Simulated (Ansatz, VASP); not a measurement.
# Cu: VASP beside Ansatz

```
Cu
1.0
    -1.58947    1.58947    1.18887
     1.58947   -1.58947    1.18887
     1.58947    1.58947   -1.18887
Cu
1
Cartesian
  0.0000 0.0000 0.0000
```

Alike in both runs: task single point; functional PBE; k mesh 32 × 32 × 32; occupations gaussian, width 0.15 eV; no spin polarisation.

```csv
,VASP,Ansatz
version,VASP 6.6.1,Ansatz 0.2.0
potentials or method,"VASP PAW PBE potentials, release 64 (Cu)","scalar-relativistic, plane waves, PAW"
plane-wave cutoff (eV),520,420
valence electrons in the cell,11,19
```

```csv
,VASP,Ansatz,Ansatz less VASP
gap on the k mesh at the Fermi level (eV),none,none,-
pressure (GPa),4.9,4.5,-0.45
largest component of the traceless stress (GPa),15.13,15.09,-0.042
```

A gap of «none» marks a metal or a gap that the smearing closes. With one functional, cell and mesh, what is left measures potentials, basis and numerics. The two sets of potentials don't hold the same shells in valence.
